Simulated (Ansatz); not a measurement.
A vibration from a frozen displacement in BN

The calculation used DFT PBEsol, scalar-relativistic, plane waves, PAW (Ansatz 0.2.0). The runs took a 420 eV cutoff, a Γ-centred 12×12×4 mesh and Gaussian smearing (0.05 eV). No spin polarisation. Energies are free energies at this smearing, counted from the undisturbed cell; pressure is positive in compression.

Reference structure (relaxed at this level):

```
B N
1.0
     2.50435    0.00000    0.00000
    -1.25217    2.16883    0.00000
     0.00000    0.00000    7.01910
B N
2 2
Direct
  0.33333 0.66667 0.25000
  0.66667 0.33333 0.75000
  0.33333 0.66667 0.75000
  0.66667 0.33333 0.25000
```

The cell holds layers and no dispersion correction was added, so their binding is poorly described.

Atom 3 (N) is moved by x along the Cartesian unit vector (0.707, -0.707, 0.000); the cell and all other atoms stay fixed. The cell's volume is 38.12 Å³; the moved atoms weigh 14.007 u together and the others 35.627 u.

```csv
x (Å),ΔE (meV/cell),total force on the moved atoms along the move (eV/Å),pressure (GPa)
-0.4500,2830.84,9.4802,25.2151
-0.3375,1793.95,8.8180,15.7398
-0.2250,886.18,7.1102,7.6961
-0.1125,242.53,4.1282,2.1090
0.0000,0.00,0.0000,0.0050
0.1125,287.21,-5.3403,2.5210
0.2250,1271.84,-12.5924,11.0567
0.3375,3259.20,-23.6033,27.4777
0.3938,4802.57,-31.5756,39.4441
0.4500,6856.47,-41.9823,54.4204
```

Task: What frequency belongs to this motion?

Result: The force constant is k = −dF/dx = 42.082 eV/Å², from the parabola through x = -0.1125, 0 and 0.1125. In every cell the moved atoms swing against the rest, so the mass is μ = m₁m₂/(m₁ + m₂) = 10.054 u, and ν̃ = 521.5 cm⁻¹ × √(|k|/μ) = 1067 cm⁻¹. The pattern needn't be a normal mode: ν̃² is then a weighted mean of the squared nonzero frequencies at the zone centre of this cell, taken without macroscopic field, so it lies between the lowest and the highest of them.

Task: How far does the harmonic law reach?

Result: At x = -0.450 Å, kx²/2 = 4260.83 meV against the computed 2830.84 meV (-33.6 %): the well softens in this direction at large amplitude.

Cost: 10 runs of about 1.3 core-minutes in all, on AMD EPYC 7R43 (Zen 3) (shared hosts).